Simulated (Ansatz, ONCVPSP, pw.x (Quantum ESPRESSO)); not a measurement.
# From atom to crystal: ONCV potential for Sc

ONCVPSP 4.0.1 input, shortened (lines: element, Z, core and valence counts, functional; n l f; lmax; l rc ep ncon nbas qcut; lloc lpopt rc5 dvloc0; l nproj debl; icmod fcfact rcfact), PBE, scalar-relativistic:

```
  Sc 21.00    3    4        4      upf
    1    0    2.00
    2    0    2.00
    2    1    6.00
    3    0    2.00
    3    1    6.00
    3    2    1.00
    4    0    2.00
    2
    0    1.80    0.00    3    6    5.30
    1    1.10    0.00    3    8    8.20
    2    2.65    0.00    4    9    5.60
    4    5    0.75    4.00
    0    2    4.00
    1    2    3.90
    2    2    3.70
    3    4.50    1.40
```

Crystal test: diamond Sc in pw.x 7.5, no spin, 8³ k-points, Fermi–Dirac smearing 0.01 Ry, cutoffs 80/320 Ry. The lattice is a test structure that the element need not adopt, and mesh and smearing are coarse.

pw.x input:

```
&control
  calculation='scf', prefix='x', pseudo_dir='./', outdir='./tmp', tstress=.true., disk_io='none'
/
&system
  ibrav=0, nat=2, ntyp=1, ecutwfc=80, ecutrho=320, nbnd=20,
  occupations='smearing', smearing='fd', degauss=0.01
/
&electrons
  conv_thr=1e-09, mixing_beta=0.4, electron_maxstep=70
/
ATOMIC_SPECIES
Sc 1.0 Sc.UPF
CELL_PARAMETERS angstrom
  0.00000000 3.32960806 3.32960806
  3.32960806 0.00000000 3.32960806
  3.32960806 3.32960806 0.00000000
ATOMIC_POSITIONS crystal
Sc 0.0000 0.0000 0.0000
Sc 0.2500 0.2500 0.2500
K_POINTS automatic
8 8 8 0 0 0
```

```bash
pw.x < Sc.scf.in > Sc.scf.out
```

Question: How does the run end?

Answer: It converges; the pressure is -0.01 GPa against -0.00 GPa from all-electron LAPW. Atomic configuration tests: 1 of 4 tests not solved or not reliable. The log shows:

```
     charge density cutoff     =     320.0000  Ry
     scf convergence threshold =      1.0E-09
     Exchange-correlation= PBE
     number of k points=    29  Fermi-Dirac smearing, width (Ry)=  0.0100
     iteration #  1     ecut=    80.00 Ry     beta= 0.40
     total energy              =    -194.93057307 Ry
     estimated scf accuracy    <       0.00200312 Ry
     iteration #  2     ecut=    80.00 Ry     beta= 0.40
     total energy              =    -194.93084713 Ry
     estimated scf accuracy    <       0.00044086 Ry
     iteration #  3     ecut=    80.00 Ry     beta= 0.40
     total energy              =    -194.93093585 Ry
     estimated scf accuracy    <       0.00006169 Ry
     iteration #  4     ecut=    80.00 Ry     beta= 0.40
     total energy              =    -194.93095068 Ry
     estimated scf accuracy    <       0.00000442 Ry
     iteration #  5     ecut=    80.00 Ry     beta= 0.40
     total energy              =    -194.93095201 Ry
     estimated scf accuracy    <       0.00000106 Ry
     iteration #  6     ecut=    80.00 Ry     beta= 0.40
     total energy              =    -194.93095237 Ry
     estimated scf accuracy    <       0.00000012 Ry
     iteration #  7     ecut=    80.00 Ry     beta= 0.40
     total energy              =    -194.93095240 Ry
     estimated scf accuracy    <          2.3E-09 Ry
     iteration #  8     ecut=    80.00 Ry     beta= 0.40
     the Fermi energy is     5.1804 ev
!    total energy              =    -194.93095240 Ry
     estimated scf accuracy    <          1.8E-10 Ry
     smearing contrib. (-TS)   =      -0.02889428 Ry
     The total energy is F=E-TS. E is the sum of the following terms:
     one-electron contribution =    -114.98068997 Ry
     hartree contribution      =      58.06382647 Ry
     xc contribution           =     -34.39370388 Ry
     ewald contribution        =    -103.59149074 Ry
     convergence has been achieved in   8 iterations
          total   stress  (Ry/bohr**3)                   (kbar)     P=       -0.14
     Message from routine punch:
     Nothing written, as per user request (disk_io='none')
```
